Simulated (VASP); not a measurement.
Te:

```
Te
1.0
     2.30590    1.33131    1.69095
    -2.30590    1.33131    1.69095
     0.00000   -2.66263    1.69095
Te
1
Direct
  0.50000 0.50000 0.50000
```

This isn't the form of Te at room conditions, which is trigonal, of chains.

| Quantity | Value |
| --- | --- |
| Program | VASP 6.6.1 |
| Task | relaxation of cell and atoms |
| Functional | rev-vdW-DF2 |
| Potentials or basis | VASP PAW PBE potentials, release 64 (Te) |
| Cutoff | 600 eV |
| k mesh | 9 × 9 × 9 |
| Occupations | fermi-dirac, width 0.05 eV |
| Spin | no spin polarisation |

At the start: pressure 1.9 GPa; volume 31.15 Å³/atom.

Q: How do energy, volume and symmetry change on relaxing?

A: Over 10 steps the energy falls by 7.7 meV/atom and the volume is 32.41 Å³/atom (+4.1 %); space group R-3m (No. 166, to 0.05 Å).

The path:
```tsv
step	energy change (eV)	largest force (eV/Å)	pressure (GPa)	volume (Å³)
1	0.0000	0.0000	1.95	31.15
2	-0.0041	0.0000	-1.02	32.88
3	-0.0063	0.0000	0.01	32.22
4	-0.0064	0.0000	0.00	32.23
5	-0.0067	0.0000	-0.01	32.27
6	-0.0073	0.0000	-0.02	32.35
7	-0.0077	0.0000	-0.11	32.49
8	-0.0077	0.0000	-0.09	32.47
9	-0.0072	0.0000	0.53	32.10
10	-0.0077	0.0000	0.01	32.41
```

Final structure:
```cif
data_structure
_symmetry_space_group_name_H-M 'P 1'
_symmetry_Int_Tables_number 1
_cell_length_a 3.1904
_cell_length_b 3.1904
_cell_length_c 3.1904
_cell_angle_alpha 92.101
_cell_angle_beta 92.101
_cell_angle_gamma 92.101
_cell_volume 32.41
loop_
_atom_site_label
_atom_site_type_symbol
_atom_site_fract_x
_atom_site_fract_y
_atom_site_fract_z
_atom_site_occupancy
Te1 Te 0.50000 0.50000 0.50000 1
```

Caveat: the PAW data sets were made with another functional, which shifts forces and pressure a little.
